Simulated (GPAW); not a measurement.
# WC (Qusongite) (P-6m2) in GPAW: further runs, part 2 of 2

GPAW 26.7.0. The steps go on from the part before.

## 3. Single point, LDA+U

run.py reads:

```python
from ase.dft.bandgap import bandgap
from ase.io import read, write
from ase.units import GPa
from gpaw import GPAW, PW

atoms = read('WC.cif')

calc = GPAW(mode=PW(600),
            xc='LDA',
            kpts={'size': (8, 8, 8), 'gamma': True},
            occupations={'name': 'fermi-dirac', 'width': 0.05},
            setups={'W': ':d,5.3'},
            nbands=19,
            maxiter=120,
            txt='gpaw.txt')
atoms.calc = calc
energy = atoms.get_potential_energy()
forces = atoms.get_forces()
stress = atoms.get_stress()
calc.write('gs.gpw')
write('result.traj', atoms)
print(f'Energy: {energy:.6f} eV')
print('Forces (eV/A):')
print(forces.round(4))
print('Stress (GPa):', (stress / GPa).round(3))
print('Fermi level:', round(calc.get_fermi_level(), 4), 'eV')
print(f'Gap: {bandgap(calc)[0]:.4f} eV, direct: {bandgap(calc, direct=True)[0]:.4f} eV')
```

WC.cif reads:

```cif
data_WC
_cell_length_a 2.90650000
_cell_length_b 2.90650000
_cell_length_c 2.83660000
_cell_angle_alpha 90.00000000
_cell_angle_beta 90.00000000
_cell_angle_gamma 120.00000000
_space_group_name_H-M_alt 'P-6m2'
_space_group_name_Hall 'P -6 2'
_space_group_IT_number 187
loop_
_space_group_symop_operation_xyz
'x,y,z'
'-x+y,-x,-z'
'-y,x-y,z'
'x,y,-z'
'-x+y,-x,z'
'-y,x-y,-z'
'-y,-x,-z'
'x,x-y,z'
'-x+y,y,-z'
'-y,-x,z'
'x,x-y,-z'
'-x+y,y,z'
loop_
_atom_site_label
_atom_site_type_symbol
_atom_site_symmetry_multiplicity
_atom_site_Wyckoff_symbol
_atom_site_fract_x
_atom_site_fract_y
_atom_site_fract_z
_atom_site_occupancy
W1 W 1 a 0.0000000000 0.0000000000 0.0000000000 1
C1 C 1 f 0.6666666667 0.3333333333 0.5000000000 1
```

Potentials or basis: the program's PAW data sets (release 1.2.1) made for this functional, pw.

The run is started by

```console
OMP_NUM_THREADS=1 python run.py
```

gpaw.txt:

```text
__  _  _
 | _ |_)|_||  |
 |__||  | ||/\| - 26.7.0

Input parameters:
  mode=PW(ecut=600.0),
  kpts=MonkhorstPack(size=(8, 8, 8), gamma=True),
  maxiter=120,
  nbands=19,
  occupations=Occupations(name='fermi-dirac', width=0.05),
  setups={'W': ':d,5.3'},
  xc=XC(name='LDA')

Diagonalizing LCAO Hamiltonian
Converting LCAO to pw mode

           C

       W

Atoms  # Å, Bohr magnetons
|   | symbol |        x |        y |        z |    initial magnetic moments |
|---|--------|----------|----------|----------|-----------------------------|
| 0 |      W | 0.000000 | 0.000000 | 0.000000 | ( 0.0000,  0.0000,  0.0000) |
| 1 |      C | 1.453250 | 0.839034 | 1.418300 | ( 0.0000,  0.0000,  0.0000) |

Unit cell  # Å
| periodic |         x |        y |        z |  lengths |     angles |
|----------|-----------|----------|----------|----------|------------|
|      yes |  2.906500 | 0.000000 | 0.000000 | 2.906500 |  90.000000 |
|      yes | -1.453250 | 2.517103 | 0.000000 | 2.906500 |  90.000000 |
|      yes |  0.000000 | 0.000000 | 2.836600 | 2.836600 | 120.000000 |

Number of symmetries: 12
Symmetry operations  # r_c * U_cc + t_c -> r_c
|    | kind |            matrix            |
|----|------|------------------------------|
|  0 |  σ   |  1, 1, 0,  0,-1, 0,  0, 0, 1 |
|  1 |  C2  |  1, 1, 0,  0,-1, 0,  0, 0,-1 |
|  2 |  E   |  1, 0, 0,  0, 1, 0,  0, 0, 1 |
|  3 |  σ   |  1, 0, 0,  0, 1, 0,  0, 0,-1 |
|  4 |  C3  |  0, 1, 0, -1,-1, 0,  0, 0, 1 |
|  5 |  S3  |  0, 1, 0, -1,-1, 0,  0, 0,-1 |
|  6 |  σ   |  0,-1, 0, -1, 0, 0,  0, 0, 1 |
|  7 |  C2  |  0,-1, 0, -1, 0, 0,  0, 0,-1 |
|  8 |  σ   | -1, 0, 0,  1, 1, 0,  0, 0, 1 |
|  9 |  C2  | -1, 0, 0,  1, 1, 0,  0, 0,-1 |
| 10 |  C3  | -1,-1, 0,  1, 0, 0,  0, 0, 1 |
| 11 |  S3  | -1,-1, 0,  1, 0, 0,  0, 0,-1 |

BZ-sampling:
  Number of BZ points: 512
  Number of IBZ points: 50

  Monkhorst-Pack size: [8, 8, 8]
  Monkhorst-Pack shift: [0.0625, 0.0625, 0.0625]

K-points  # in reciprocal-cell coordinates
|     |                                coordinates |     weight |
|-----|--------------------------------------------|------------|
|   0 | (  0.00000000,   0.00000000,   0.00000000) | 0.00195312 |
|   1 | (  0.00000000,   0.00000000,   0.12500000) | 0.00390625 |
|   2 | (  0.00000000,   0.00000000,   0.25000000) | 0.00390625 |
|   3 | (  0.00000000,   0.00000000,   0.37500000) | 0.00390625 |
|   4 | (  0.00000000,   0.00000000,   0.50000000) | 0.00195312 |
|   5 | (  0.12500000,   0.00000000,   0.00000000) | 0.01171875 |
|   6 | (  0.12500000,   0.00000000,   0.12500000) | 0.02343750 |
|   7 | (  0.12500000,   0.00000000,   0.25000000) | 0.02343750 |
|   8 | (  0.12500000,   0.00000000,   0.37500000) | 0.02343750 |
|   9 | (  0.12500000,   0.00000000,   0.50000000) | 0.01171875 |
| ... |                                            |            |
|  49 | (  0.50000000,   0.50000000,   0.50000000) | 0.00585938 |

Plane wave coefficients: 702
Cutoff: 600.0 eV

Spin-components: 1 (collinear spins)
Bands:           19
Projectors:      11
Spin-degeneracy: 2
Datatype:        complex128

Parallelization:
  kpt:    1
  domain: 1
  band:   1

Density:
  Valence electrons: 18.0
  Components: 1
  Grid points: [18 18 18]
  Charge: 0.0  # |e|

Potential:
  Grid points: [18 18 18]

species:
  W:
    name:    Tungsten
    Z:       74.0
    valence: 14
    core:    60
    charge:  0.0  # [|e|]
    Hubbard: {U: 5.3,  # eV
              l: 2,
              scale: True}
    compensation charges:
      type: gauss
      rc: 0.40  # [Å]
      lmax: 2
    cutoffs:
      filter: 2.36  # [Å]
      core: 3.02  # [Å]
    projectors
    | kind |    occ | energy [eV] | rcut [Å] |
    |------|--------|-------------|----------|
    |   5s |  2.000 |     -79.053 |    1.344 |
    |   6s |  2.000 |      -5.886 |    1.344 |
    |   5p |  6.000 |     -43.417 |    1.355 |
    |   6p |  0.000 |      -1.469 |    1.355 |
    |   5d |  4.000 |      -4.693 |    1.228 |
    |    d |        |      22.518 |    1.228 |

    Using partial waves for W as LCAO basis

  C:
    name:    Carbon
    Z:       6.0
    valence: 4
    core:    2
    charge:  0.0  # [|e|]
    compensation charges:
      type: gauss
      rc: 0.20  # [Å]
      lmax: 2
    cutoffs:
      filter: 1.14  # [Å]
      core: 1.14  # [Å]
    projectors
    | kind |    occ | energy [eV] | rcut [Å] |
    |------|--------|-------------|----------|
    |   2s |  2.000 |     -13.639 |    0.635 |
    |   2p |  2.000 |      -5.414 |    0.635 |
    |    s |        |      13.573 |    0.635 |
    |    p |        |      21.797 |    0.635 |
    |    d |        |       0.000 |    0.635 |

    Using partial waves for C as LCAO basis

Reference energy: -439534.908752  # eV

eigensolver:
  PPCG
  Converge bands: occupied
  niter=2

density mixing:
  MSR1-Mixer
  Pratt-step length: 0.05
  Maximum mixing coefficient: 0.75
  Old densities: 10
  SVD Regularization: 0.005
  Good broyden scale: 1.0
  Trust region scale: 1.0
  Backstep threshold: 4.0
  History deletion threshold: 6.0
  Fourier metric: weight=20.0, sigma=0.015

occupation numbers:
  Fermi-Dirac:
    width: 0.0500  # eV

poisson solver:
  ecut: 4800.0  # eV

xc functional:
  name: None

convergence criteria:
- Maximum [total energy] change in last 3 cyles: 0.0005 eV / valence electron
- Maximum integral of absolute [dens]ity change: 0.0001 electrons / valence electron
- Maximum integral of absolute [eigenst]ate change: 4e-08 eV^2 / valence electron
maximum number of iterations: 120

SCF iterations
|iter     | |      energy | eigst |  dens |
|---------|-|-------------|-------|-------|
|iter:   1| |  -18.995003 | -0.11 |       |
|iter:   2| |  -18.413052 | -2.63 | -0.89 |
|iter:   3| |  -17.001696 | -1.61 | -0.95 |
|iter:   4| |  -17.012682 | -3.44 | -1.69 |
|iter:   5| |  -17.025216 | -3.49 | -1.94 |
|iter:   6| |  -17.025748 | -5.13 | -2.79 |
|iter:   7| |  -17.025847c| -6.46 | -3.47 |
|iter:   8| |  -17.025889c| -6.52 | -3.73 |
|iter:   9| |  -17.025889c| -8.00c| -4.08c|

Converged in 9 steps
Energy contributions relative to reference atoms: (reference = -439534.908752)

Energy contributions:
  Kinetic:          11.127935
  Coulomb:         -13.297758
  Zero:              0.010300
  External:          0.000000
  Xc:              -14.864883
  Entropy:          -0.002968
  Spinorbit:         0.000000
  ----------------------------
  Free energy:     -17.027374
  Extrapolated:    -17.025889

dipole moment: (-4.729151, -9.839051, -10.623654)  # |e|*Ang

Fermi level: 14.066
Eigenvalues  # (at kpt = [0.000, 0.000, 0.000])
| band index |      eig [eV] | occ [0-2] |
|------------|---------------|-----------|
|          0 |       -60.241 |     2.000 |
|          1 |       -24.448 |     2.000 |
|          2 |       -24.334 |     2.000 |
|          3 |       -24.334 |     2.000 |
|          4 |        -0.386 |     2.000 |
|          5 |         9.574 |     2.000 |
[... 9 lines left out ...]
|         15 |        30.692 |     0.000 |
|         16 |        30.692 |     0.000 |
|        ... |               |           |
|         18 |        37.828 |     0.000 |

No gap
No difference between direct/indirect transitions

Forces  # eV/Ang
|        x |       y |       z |
|----------|---------|---------|
| -0.00000 | 0.00000 | 0.00000 |  # W    0
| -0.00000 | 0.00000 | 0.00000 |  # C    1

Stress tensor  # eV/Ang^3
|         x |         y |        z |
|-----------|-----------|----------|
|  0.029461 | -0.000000 | 0.000000 |
| -0.000000 |  0.029461 | 0.000000 |
|  0.000000 |  0.000000 | 0.049623 |

# Writing to gs.gpw (mode='')
```

Run time: 13 s. Hardware: 1 thread of Arm Neoverse V2, shared host; peak memory 0.15 GiB.

Results:

```yaml
Free_energy: -17.0274 eV
Pressure: -5.8 GPa
Band_gap_on_the_k_mesh: none (metal or under the smearing width)
```

Caveat: the cutoff is short for stress and forces, so pressures can be off by a GPa or more; U without spin polarisation on a metal has little footing; the U is typed as a test and isn't derived for this compound. The run has no spin-orbit coupling, so splittings on W are missing.

## 4. Relaxation of cell and atoms, TASK

run.py reads:

```python
from ase import Atoms
from ase.filters import FrechetCellFilter
from ase.io import write
from ase.optimize import BFGS
from gpaw import GPAW, PW

atoms = Atoms(['W', 'C'],
              cell=[[2.9065, 0.0, 0.0],
                    [-1.45325, 2.5171028361, 0.0],
                    [0.0, 0.0, 2.8366]],
              scaled_positions=[[0.0, 0.0, 0.0],
                                [0.6666666667, 0.3333333333, 0.5]],
              pbc=True)

calc = GPAW(mode=PW(800),
            xc='MGGA_X_TASK+LDA_C_PW',
            kpts={'size': (7, 7, 7), 'gamma': True},
            occupations={'name': 'fermi-dirac', 'width': 0.05},
            nbands=19,
            convergence={'density': 1e-06, 'energy': 1e-06, 'eigenstates': 1e-10},
            maxiter=150,
            txt='gpaw.txt')
atoms.calc = calc
opt = BFGS(FrechetCellFilter(atoms), trajectory='relax.traj', logfile='-')
done = opt.run(fmax=0.02, steps=40)
calc.write('gs.gpw')
write('result.traj', atoms)
print('Converged:', done)
print('Cell:', atoms.cell.cellpar().round(4))
print('Volume:', round(atoms.get_volume(), 4))
print(atoms.get_scaled_positions().round(5))
```

Potentials or basis: GPAW PAW data sets (gpaw-data 1.2.1), pw.

The run is started by

```console
OMP_NUM_THREADS=1 python run.py
```

It took 2.1 min on 1 thread of INTEL XEON PLATINUM 8581C at 2.10GHz (Emerald Rapids), shared host; peak memory 0.83 GiB.

The run converged. Its results:

- Free energy: 36.8382 eV
- Relaxed volume: 10.56 Å³/atom
- Relaxed cell: a = 2.925 Å, b = 2.925 Å, c = 2.851 Å, α = 90.00°, β = 90.00°, γ = 120.00°
- Space group after relaxing (to 0.05 Å): P-6m2 (No. 187)
- Energy gained by relaxing: 4.5 meV/atom
- Ionic steps: 5
- Pressure after relaxing: 0.0 GPa
- Band gap on the k mesh: none (metal or under the smearing width)

Step by step:
```tsv
step	energy change (eV)	largest force (eV/Å)	pressure (GPa)	volume (Å³)
1	0.0000	0.0000	7.22	20.75
2	-0.0071	0.0000	3.06	20.96
3	-0.0090	0.0000	0.06	21.12
4	-0.0090	0.0000	-0.02	21.13
5	-0.0090	0.0000	-0.02	21.13
```

Final structure:
```xyz
2
Lattice="2.9254 0.0000 0.0000 -1.4627 2.5335 0.0000 0.0000 0.0000 2.8506" Properties=species:S:1:pos:R:3 pbc="T T T"
W     0.0000    0.0000    0.0000
C     1.4627    0.8445    1.4253
```

Levels at points of the mesh, in eV from the Fermi level:
```
           k point  band 5  band 6  band 7  band 8  band 9  band 10  band 11  band 12  band 13  band 14
(0.00, 0.00, 0.00)  -16.18   -4.73   -3.75   -3.75   -0.03     3.30     3.30     6.08     6.08     6.92
```

Caveat: later steps reuse the first step's grids; the PAW data sets were made with another functional, which shifts forces and pressure a little. Zero-point motion and thermal expansion aren't in these numbers.

## 5. Relaxation of cell and atoms, PBEsol+D4

run.py reads:

```python
from ase.calculators.mixing import SumCalculator
from ase.filters import FrechetCellFilter
from ase.io import read, write
from ase.optimize import BFGS
from dftd4.ase import DFTD4
from gpaw import GPAW, PW, setup_paths

setup_paths.insert(0, '.')

atoms = read('POSCAR')

calc = GPAW(mode=PW(800),
            xc='PBEsol',
            kpts={'size': (7, 7, 7), 'gamma': True},
            occupations={'name': 'fermi-dirac', 'width': 0.05},
            nbands=19,
            convergence={'density': 1e-05, 'energy': 1e-05},
            maxiter=150,
            txt='gpaw.txt')
atoms.calc = SumCalculator([calc, DFTD4(method='pbesol')])
opt = BFGS(FrechetCellFilter(atoms), trajectory='relax.traj', logfile='-')
done = opt.run(fmax=0.02, steps=40)
calc.write('gs.gpw')
write('result.traj', atoms)
print('Converged:', done)
print('Cell:', atoms.cell.cellpar().round(4))
print('Volume:', round(atoms.get_volume(), 4))
print(atoms.get_scaled_positions().round(5))
```

POSCAR reads:

```
WC
1.0
    2.9065000000      0.0000000000      0.0000000000
   -1.4532500000      2.5171028361      0.0000000000
    0.0000000000      0.0000000000      2.8366000000
W C
1 1
Direct
    0.0000000000      0.0000000000      0.0000000000
    0.6666666667      0.3333333333      0.5000000000
```

Potentials or basis: PAW data sets generated in the run's folder for this functional, pw.

The run is started by

```console
gpaw-setup -f PBEsol C W
OMP_NUM_THREADS=1 python run.py
```

Wall time 44 s (1 thread of INTEL XEON PLATINUM 8581C at 2.10GHz (Emerald Rapids), shared host); peak memory 0.21 GiB.

It converged, with:

* Free energy: -23.1272 eV
* Relaxed volume: 10.18 Å³/atom
* Relaxed cell: a = 2.889 Å, b = 2.889 Å, c = 2.819 Å, α = 90.00°, β = 90.00°, γ = 120.00°
* Space group after relaxing (to 0.05 Å): P-6m2 (No. 187)
* Energy gained by relaxing: 4.4 meV/atom
* Ionic steps: 4
* Pressure after relaxing: 0.0 GPa
* Band gap on the k mesh: none (metal or under the smearing width)
* Dispersion energy per atom: -0.288 eV

Stress tensor (GPa, compression positive):
```
-0.12  0.00  0.00
 0.00 -0.12  0.00
 0.00  0.00  0.24
```

The path:
| step | energy change (eV) | largest force (eV/Å) | pressure (GPa) | volume (Å³) |
| --- | --- | --- | --- | --- |
| 1 | 0.0000 | 0.0000 | -7.64 | 20.75 |
| 2 | -0.0073 | 0.0000 | -3.38 | 20.53 |
| 3 | -0.0088 | 0.0000 | 0.06 | 20.36 |
| 4 | -0.0088 | 0.0000 | 0.00 | 20.37 |

Final structure:
```xyz
2
Lattice="2.8885 0.0000 0.0000 -1.4443 2.5016 0.0000 0.0000 0.0000 2.8186" Properties=species:S:1:pos:R:3 pbc="T T T"
W     0.0000    0.0000    0.0000
C     1.4443    0.8339    1.4093
```

Levels at points of the mesh, in eV from the Fermi level:
```csv
k point,band 5,band 6,band 7,band 8,band 9,band 10,band 11,band 12,band 13,band 14
"(0.00, 0.00, 0.00)",-14.65,-4.53,-3.51,-3.51,0.01,3.20,3.20,5.65,5.65,6.46
```

Caveat: later steps reuse the first step's grids; pairwise dispersion overbinds metals, which lowers pressure and volume. The run has no spin-orbit coupling, so splittings on W are missing.

## 6. Summary

| task | level | potentials or basis | U | cell | k mesh | cutoff (eV) | maxiter | optimizer | fmax | max steps | target pressure | gap on the mesh (eV) | pressure (GPa) | relaxed volume (Å³/atom) |
| --- | --- | --- | --- | --- | --- | --- | --- | --- | --- | --- | --- | --- | --- | --- |
| relaxation of cell and atoms | PBEsol | PAW data sets generated in the run's folder for this functional, pw | - | relaxed to 30 GPa | 8 × 8 × 7 | 800 | 150 | BFGS | 0.02 eV/Å | 60 | 30 GPa | none | 29.9 | - |
| single point | LDA+U | the program's PAW data sets (release 1.2.1) made for this functional, pw | W d U = 5.3 eV | as given | 8 × 8 × 8 | 600 | 120 | - | - | - | - | none | -5.8 | - |
| relaxation of cell and atoms | TASK | GPAW PAW data sets (gpaw-data 1.2.1), pw | - | relaxed | 7 × 7 × 7 | 800 | 150 | BFGS | 0.02 eV/Å | 40 | - | none | 0.0 | 10.56 |
| relaxation of cell and atoms | PBEsol+D4 | PAW data sets generated in the run's folder for this functional, pw | - | relaxed | 7 × 7 × 7 | 800 | 150 | BFGS | 0.02 eV/Å | 40 | - | none | 0.0 | 10.18 |

Alike in all rows: no spin polarisation; smearing fermi-dirac 0.05 eV.

Caveats: later steps reuse the first step's grids (some runs); the cutoff is short for stress and forces, so pressures can be off by a GPa or more (some runs); U without spin polarisation on a metal has little footing (some runs); the U is typed as a test and isn't derived for this compound (some runs); the PAW data sets were made with another functional, which shifts forces and pressure a little (some runs); pairwise dispersion overbinds metals, which lowers pressure and volume (some runs).

Total energies depend on the potentials used, so only differences within one code and one set of settings carry meaning.
